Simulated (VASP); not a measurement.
Crystal: C.

```
C
1.0
     2.12732   -1.22828    0.00000
     2.12732    1.22828    0.00000
    -1.37907    0.00000    3.50283
C
2
Direct
  0.83336 0.83336 0.00009
  0.16664 0.16664 0.99991
```

This is a stacking variant of graphite.

```yaml
Program: VASP 6.6.1
Task: relaxation of cell and atoms
Functional: PBEsol
Potentials_or_basis: VASP PAW PBE potentials, release 64 (C)
Cutoff: 600 eV
k_mesh: 6 × 6 × 4
Occupations: gaussian, width 0.1 eV
Spin: no spin polarisation
```

At the start: pressure 1.2 GPa; volume 9.15 Å³/atom.

Q: Where does the relaxation end?

A: Over 22 steps the energy falls by 2.1 meV/atom and the volume is 8.71 Å³/atom (-4.8 %); space group R-3m (No. 166, to 0.05 Å).

Step by step:
```tsv
step	energy change (eV)	largest force (eV/Å)	pressure (GPa)	volume (Å³)
1	0.0000	0.0520	1.21	18.31
2	0.0018	0.0348	-3.82	18.49
3	-0.0007	0.0249	-0.54	18.37
4	-0.0010	0.0187	-0.44	18.31
5	-0.0013	0.1098	-0.24	18.20
6	-0.0014	0.1049	-0.20	18.18
7	-0.0018	0.0983	-0.18	18.12
8	-0.0024	0.1230	-0.10	17.99
9	-0.0029	0.2445	0.09	17.74
10	-0.0031	0.2287	0.08	17.71
11	-0.0035	0.1810	0.07	17.64
12	-0.0040	0.0846	0.07	17.50
13	-0.0037	0.1144	0.09	17.21
14	-0.0041	0.0237	0.06	17.40
15	-0.0041	0.0182	0.07	17.40
16	-0.0041	0.0156	0.04	17.40
17	-0.0041	0.0085	-0.01	17.41
18	-0.0041	0.0063	-0.03	17.42
19	-0.0041	0.0063	-0.02	17.42
20	-0.0041	0.0060	-0.03	17.42
21	-0.0041	0.0061	-0.04	17.42
22	-0.0041	0.0042	-0.01	17.42
```

Final structure:
```
C
1.0
     2.13144   -1.23025   -0.00854
     2.13144    1.23025   -0.00854
    -1.39577    0.00000    3.32727
C
2
Direct
  0.83359 0.83359 0.00081
  0.16641 0.16641 0.99919
```

Caveat: the k mesh is coarse (spacing up to 0.50 Å⁻¹), so the values aren't converged; the PAW data sets were made with another functional, which shifts forces and pressure a little; this functional lacks dispersion, which binds the layers, so the pressure and a relaxed spacing across them are unreliable.
